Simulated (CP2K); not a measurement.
# GaSb under changes of volume

One of the cells (28.625 Å³/atom); the others are scaled copies at fixed shape and fractional positions:

```xyz
2
Lattice="4.3261 0.0000 0.0000 2.1630 3.7465 0.0000 2.1630 1.2488 3.5322" Properties=species:S:1:pos:R:3 pbc="T T T"
Sb    6.4891    3.7465    2.6492
Ga    0.0000    0.0000    0.0000
```

| Quantity | Value |
| --- | --- |
| Program | CP2K 2026.2 |
| Functional | PBE |
| Potentials or basis | POTENTIAL_UZH Sb GTH-PBE-q5, Ga GTH-PBE-q13; TZVP-MOLOPT-PBE-GTH basis |
| Density cutoff | 6123 eV |
| k mesh | 8 × 8 × 8 |
| Occupations | fermi-dirac, width 0.05 eV |
| Spin | no spin polarisation |

```csv
volume (Å³/atom),energy over the lowest point (meV/atom),pressure (GPa),gap on the mesh (eV)
26.907,67.24,7.0,0.55
27.480,45.00,5.5,0.39
28.052,?,?,?
28.625,15.34,2.9,0.08
29.197,6.74,1.9,none
29.770,1.73,0.9,none
30.342,0.00,0.1,none
```

What does the run at 28.052 Å³/atom give?

Energy over the lowest point 27.90 meV/atom; pressure 4.1 GPa; gap on the mesh 0.23 eV.

Worked out: A Birch-Murnaghan fit of order 3 (a polynomial in V^(-2/3)) to the other rows has its minimum at 30.40 Å³/atom, just outside them, with B0 = V·E''(V) = 42 GPa and B' = 5.0. It gives 27.92 meV/atom at 28.052 Å³/atom, against the run's 27.90, and -dE/dV = 4.1 GPa, against 4.1.

Energies are extrapolated to zero smearing.

Caveats: the basis of atomic orbitals isn't converged, which shifts pressures, moduli and gaps; spin-orbit coupling is left out, which moves the levels of the heavy elements (some runs); the real-space grid breaks the cell's symmetry a little (some runs).

A mesh can miss the band edges.

A gap of «none» marks a metal or a gap under the smearing width.
